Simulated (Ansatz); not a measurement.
The system is SiNi.

```
Ni Si
1.0
     2.94277    0.00000    0.00000
     0.00000    3.28033    0.00000
     0.00000    0.00000    4.67745
Ni Si
2 2
Cartesian
  1.4714 1.6402 1.6020
  0.0000 0.0000 3.0754
  1.4714 1.6402 3.9438
  0.0000 0.0000 0.7337
```

The cell is a database's computed one.

Base run:

- Program: Ansatz 0.2.0
- Functional: PBE
- Potentials or basis: Ansatz PAW
- Cutoff: 800 eV
- Density cutoff: 3200 eV
- k mesh: 9 × 8 × 6
- Occupations: fermi-dirac, width 0.05 eV
- Spin: collinear spin, ferromagnetic start
- Starting moments: [1.0, 1.0, 0.0, 0.0] μB

Its results: band gap on the k mesh none (metal or under the smearing width); pressure 6.7 GPa; net moment 0.00 μB per cell; largest force 0.054 eV/Å.

Task: The run is repeated on the same cell with these changes: functional from PBE to PBEsol; cutoff from 800 eV to 420 eV (not typed: the program's choice for these potentials). What comes out?

Result: Band gap on the k mesh none (metal or under the smearing width); pressure 0.2 GPa; net moment 0.00 μB per cell; largest force 0.092 eV/Å.

PBEsol binds more tightly than PBE, so the same cell stands under less pressure.

Caveats: the starting moments weren't kept; the PAW data sets come from PBE, with cores solved anew for the run's functional, which leaves a small shift of forces and pressure (some runs).
